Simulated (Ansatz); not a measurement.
Slab: MoS2, a slab with vacuum.

```
Mo S
1.0
     3.18402    0.00000    0.00000
    -1.59201    2.75744    0.00000
     0.00000    0.00000   28.38732
Mo S
3 6
Direct
  0.33333 0.66667 0.22816
  0.33333 0.66667 0.77184
  0.66667 0.33333 0.00000
  0.66667 0.33333 0.17349
  0.66667 0.33333 0.71719
  0.33333 0.66667 0.94533
  0.66667 0.33333 0.28281
  0.66667 0.33333 0.82651
  0.33333 0.66667 0.05467
```

```yaml
Program: Ansatz 0.2.0
Task: single point
Functional: PBEsol
Potentials_or_basis: Ansatz PAW
Cutoff: "420 eV (not typed: the program's choice for these potentials)"
k_mesh: 10 × 10 × 1
Occupations: fermi-dirac, width 0.05 eV
Spin: no spin polarisation
```

On this cell: largest force 0.150 eV/Å; band gap on the k mesh 1.29 eV, indirect (least direct gap 1.88 eV).

The same run follows on a disturbed copy (atoms moved at random, drawn with an rms of 0.05 Å):

```
CELL_PARAMETERS angstrom
3.18402 0.00000 0.00000
-1.59201 2.75744 0.00000
0.00000 0.00000 28.38732
ATOMIC_POSITIONS crystal
Mo 0.34495 0.66470 0.22865
Mo 0.32821 0.68177 0.77235
Mo 0.66587 0.33196 0.00168
S 0.67104 0.34266 0.17389
S 0.67131 0.34067 0.71654
S 0.33615 0.67371 0.94494
S 0.65334 0.32456 0.28251
S 0.67760 0.33656 0.82787
S 0.34318 0.67386 0.05260
```

Question: What changes?

Answer: The energy moves by +24.6 meV/atom; largest force 2.654 eV/Å; band gap on the k mesh 1.04 eV, indirect (least direct gap 1.71 eV).

Forces in eV/Å, atoms in the order of the input:
```
Mo  -1.116  0.119 -0.407
Mo   1.048 -0.496 -0.163
Mo   0.232  0.497 -2.597
S    0.432 -0.277  0.092
S   -0.417  0.206  0.704
S    0.005 -0.202  0.835
S    0.684  0.158  0.291
S   -0.632  0.289 -0.516
S   -0.236 -0.294  1.761
```

Stress tensor (GPa, compression positive):
```
-2.54 -0.12 -0.20
-0.12 -2.16  0.45
-0.20  0.45 -0.48
```

Caveats: the PAW data sets come from PBE, with cores solved anew for the run's functional, which leaves a small shift of forces and pressure.

A k mesh can miss the band edges.
